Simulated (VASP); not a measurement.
Here is a VASP 6.6.1 calculation.

Contents of INCAR:

```
PREC = Accurate
ENCUT = 520
EDIFF = 1E-6
ISMEAR = -1
SIGMA = 0.02
LREAL = False
LASPH = True
NELM = 80
ALGO = Normal
ISIF = 2
LWAVE = False
LCHARG = False
LNONCOLLINEAR = True
MAGMOM = 0 0 0 0 0 0
LORBIT = 11
LSORBIT = True
GGA_COMPAT = False
GGA = PE
NBANDS = 30
```

Contents of KPOINTS:

```
regular mesh
0
Gamma
  8 8 8
```

Contents of POSCAR:

```
InAs
1.0
    0.0000000000      3.0290000000      3.0290000000
    3.0290000000      0.0000000000      3.0290000000
    3.0290000000      3.0290000000      0.0000000000
In As
1 1
Direct
    0.0000000000      0.0000000000      0.0000000000
    0.2500000000      0.2500000000      0.2500000000
```

The input KPOINTS_OPT:

```
path GXWKGLUWLK,UX
10
line-mode
reciprocal
 0.0000000000  0.0000000000  0.0000000000  G
 0.5000000000  0.0000000000  0.5000000000  X

 0.5000000000  0.0000000000  0.5000000000  X
 0.5000000000  0.2500000000  0.7500000000  W

 0.5000000000  0.2500000000  0.7500000000  W
 0.3750000000  0.3750000000  0.7500000000  K

 0.3750000000  0.3750000000  0.7500000000  K
 0.0000000000  0.0000000000  0.0000000000  G

 0.0000000000  0.0000000000  0.0000000000  G
 0.5000000000  0.5000000000  0.5000000000  L

 0.5000000000  0.5000000000  0.5000000000  L
 0.6250000000  0.2500000000  0.6250000000  U

 0.6250000000  0.2500000000  0.6250000000  U
 0.5000000000  0.2500000000  0.7500000000  W

 0.5000000000  0.2500000000  0.7500000000  W
 0.5000000000  0.5000000000  0.5000000000  L

 0.5000000000  0.5000000000  0.5000000000  L
 0.3750000000  0.3750000000  0.7500000000  K

 0.6250000000  0.2500000000  0.6250000000  U
 0.5000000000  0.0000000000  0.5000000000  X
```

Potentials or basis: VASP PAW PBE potentials, release 64 (In_d, As).

Launch:

```sh
$ cat potpaw_PBE.64/In_d/POTCAR potpaw_PBE.64/As/POTCAR > POTCAR
$ mpirun -np 1 vasp_ncl > vasp.out
```

Q: What does it give for the net moment?

A: 0.00 μB per cell.

Q: Predict the pressure.

A: 3.6 GPa.

Moments on the atoms (μB; x, y, z):
```
In  0.00 0.00 0.00
As  0.00 0.00 0.00
```
